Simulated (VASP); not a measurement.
Here is a VASP 6.6.1 calculation.

Contents of INCAR:

```
  PREC = Accurate
  ENCUT = 520
  EDIFF = 1E-7
  ISMEAR = -1
  SIGMA = 0.1
  LREAL = False
  LASPH = True
  NELM = 60
  ALGO = Normal
  ISIF = 2
  LWAVE = False
  LCHARG = False
  GGA = B5
  ALDAX = 1.0
  AGGAX = 1.0
  AGGAC = 1.0
  ALDAC = 0.0
  NBANDS = 8
```

Contents of KPOINTS:

```
regular mesh
0
Gamma
  13 13 13
```

File POSCAR:

```
Li
1.0
    2.6892417940      0.0000000000      0.0000000000
    0.0000000000      2.6892417940      0.0000000000
    0.0000000000      0.0000000000      2.6892417940
Li
1
Direct
    0.0000000000      0.0000000000      0.0000000000
```

Potentials or basis: VASP PAW PBE potentials, release 64 (Li_sv).

The run is started by

```console
$ cat potpaw_PBE.64/Li_sv/POTCAR > POTCAR
$ mpirun -np 1 vasp_std > vasp.out
```

Question: Estimate the band gap on the k mesh.

Answer: None (metal or under the smearing width).
